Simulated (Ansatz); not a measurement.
The elements of this relaxed trial crystal are hidden behind letters.

```
lattice vectors (Å)
   7.5146    0.0000    0.0000
   0.0000    7.5146    0.0000
   0.0000    0.0000    7.5146
fractional positions
X 0.7500 0.5000 0.0000
X 0.5000 0.0000 0.7500
X 0.0000 0.7500 0.5000
X 0.0000 0.2500 0.5000
X 0.2500 0.5000 0.0000
X 0.5000 0.0000 0.2500
Z 0.5000 0.7500 0.0000
Z 0.7500 0.0000 0.5000
Z 0.0000 0.5000 0.7500
Z 0.2500 0.0000 0.5000
Z 0.0000 0.5000 0.2500
Z 0.5000 0.2500 0.0000
```

These are results of DFT PBE, scalar-relativistic, plane waves, PAW in Ansatz 0.2.0, not measurements. Settings of the last relaxation (12-atom cell): 420 eV, 4×4×4 k points, Gaussian smearing of 0.02 eV, no spin polarisation.

```
Space group                               : Pm-3n (No. 223)
Conventional cell                         : a = 7.515 Å
Volume per atom                           : 35.36 Å³
Density                                   : 4.47 g/cm³
Formation energy                          : −0.062 eV/atom
Gap on the 4×4×4 mesh of the 12-atom cell : 1.20 eV
```

Energies are uncorrected and count from the elements' standard states at the same level.

Problem. X is a d-block element of period 4 and Z is a p-block element of period 5. Which elements are they?

Solution. X = Cu, Z = I, so the formula is CuI. Density times volume gives a mean mass of 4.47 × 35.36/1.6605 = 95.2 u per atom, and this set has 95.2 u. Around Cu lie 4 I at 2.66 Å; I has 4 Cu at 2.66 Å. Other sets within the hints have nearly the same mass, so mass alone doesn't settle it; this one was computed.

Spin–orbit coupling, which can matter for I, is left out. Kohn–Sham gaps at this level usually fall short of measured ones. The missing spin–orbit coupling can work the other way here. No Hubbard U is applied to the 3d shell of Cu. Symmetry constrained the relaxation, so the result can be a saddle point.
